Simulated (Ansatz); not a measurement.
N: do energies and stresses tell the same story?

The calculation used DFT PBE+D3(BJ), scalar-relativistic, plane waves, PAW in Ansatz 0.2.0.

Plane waves to 420 eV, a k mesh through Γ of 9×9×4 on the computed 4-atom cell and Gaussian smearing (0.02 eV); no spin polarisation.

Relaxed cell: P6_3/mmc, a = 3.822 Å, b = 3.822 Å, c = 7.423 Å, α = 90.00°, β = 90.00°, γ = 120.00°, 4 atoms in the primitive cell. Whether it is the stable form of this composition wasn't checked.

Energies at zero smearing and pressures from the stress tensor, at volumes with shape and atoms relaxed:
```
V (Å³/atom) E − E(first) (meV/atom) P (GPa)
     20.658                     0.00    0.418
     21.362                    -1.57    0.282
     22.066                    -2.61    0.166
     22.770                    -3.11    0.082
     23.474                    -3.18    0.001
     24.179                    -3.02   -0.072
     24.883                    -2.53   -0.130
     25.822                    -1.64   -0.186
```

Task: Check P = −dE/dV between neighbouring volumes, and get the bulk modulus from the pressures alone.

Result: With 1 eV/Å³ = 160.2 GPa:
```json
{"middle V (Å³/atom)": "21.010", "−ΔE/ΔV (GPa)": "0.356", "mean P (GPa)": "0.350"}
{"middle V (Å³/atom)": "21.714", "−ΔE/ΔV (GPa)": "0.237", "mean P (GPa)": "0.224"}
{"middle V (Å³/atom)": "22.418", "−ΔE/ΔV (GPa)": "0.113", "mean P (GPa)": "0.124"}
{"middle V (Å³/atom)": "23.122", "−ΔE/ΔV (GPa)": "0.017", "mean P (GPa)": "0.041"}
{"middle V (Å³/atom)": "23.827", "−ΔE/ΔV (GPa)": "-0.037", "mean P (GPa)": "-0.036"}
{"middle V (Å³/atom)": "24.531", "−ΔE/ΔV (GPa)": "-0.112", "mean P (GPa)": "-0.101"}
{"middle V (Å³/atom)": "25.352", "−ΔE/ΔV (GPa)": "-0.152", "mean P (GPa)": "-0.158"}
```

The two differ by 0.024 GPa at most. The mean of two end pressures misses the average over a step by about ΔV² P″/12, up to 0.004 GPa here; with that taken off 0.022 GPa remains, from the finite cutoff, the mesh or the relaxation's tolerance. Around V = 23.474 Å³/atom, the two neighbours give B = −V ΔP/ΔV = 23.474 × 0.154 / 1.408 = 2.6 GPa, against B0 = 2.5 GPa from the Birch–Murnaghan fit of the energies.